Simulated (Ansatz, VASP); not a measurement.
AlN in VASP and in Ansatz

File INCAR:

```
PREC = Accurate
ENCUT = 520
EDIFF = 1E-7
ISMEAR = 0
SIGMA = 0.05
LREAL = F
LASPH = T
NELM = 100
ALGO = Normal
ISIF = 2
LWAVE = F
LCHARG = F
GGA = PE
NBANDS = 16
```

KPOINTS

```
Automatic mesh
0
Gamma
  9 9 6
```

File POSCAR:

```
AlN
1.0
    3.0915643161      0.0000000000      0.0000000000
   -1.5457821581      2.6773732352      0.0000000000
    0.0000000000      0.0000000000      4.2332790181
Al N
2 2
Direct
    0.3333333333      0.6666666667      0.7500000000
    0.6666666667      0.3333333333      0.2500000000
    0.3333333333      0.6666666667      0.2500000000
    0.6666666667      0.3333333333      0.7500000000
```

Input for Ansatz:

```yaml
crystal:
  lattice:
    - [3.0915643161, 0.0, 0.0]
    - [-1.5457821581, 2.6773732352, 0.0]
    - [0.0, 0.0, 4.2332790181]
  atoms:
    - { symbol: Al, position: [0.3333333333, 0.6666666667, 0.75] }
    - { symbol: Al, position: [0.6666666667, 0.3333333333, 0.25] }
    - { symbol: "N", position: [0.3333333333, 0.6666666667, 0.25] }
    - { symbol: "N", position: [0.6666666667, 0.3333333333, 0.75] }
basis:
  ecutwfc: 520.0
kpoints:
  mp_grid: { grid: [9, 9, 6] }
hamiltonian:
  xc: pbe
  pseudopotentials: { kind: paw, azcp: { folder: soft_1 } }
scf:
  occupations: { method: gaussian, width: 0.05 }
output:
  forces: true
  stress: true
  eigenvalues: true
```

Alike in both runs: task single point; functional PBE; k mesh 9 × 9 × 6; occupations gaussian, width 0.05 eV; no spin polarisation.

|  | VASP | Ansatz |
| --- | --- | --- |
| version | VASP 6.6.1 | Ansatz 0.2.0 |
| potentials or method | VASP PAW PBE potentials, release 64 (Al, N) | scalar-relativistic, plane waves, PAW |
| plane-wave cutoff (eV) | 520 | 520 |
| valence electrons in the cell | 16 | 16 |

Ansatz gave:

- gap on the k mesh at the Fermi level (eV): 4.12
- least direct gap on the mesh (eV): 4.12

Task: Estimate VASP's values.

Result: gap on the k mesh at the Fermi level (eV): 4.14; least direct gap on the mesh (eV): 4.14.

Caveats: an odd mesh through Γ misses points on the zone boundary, where band edges often lie.
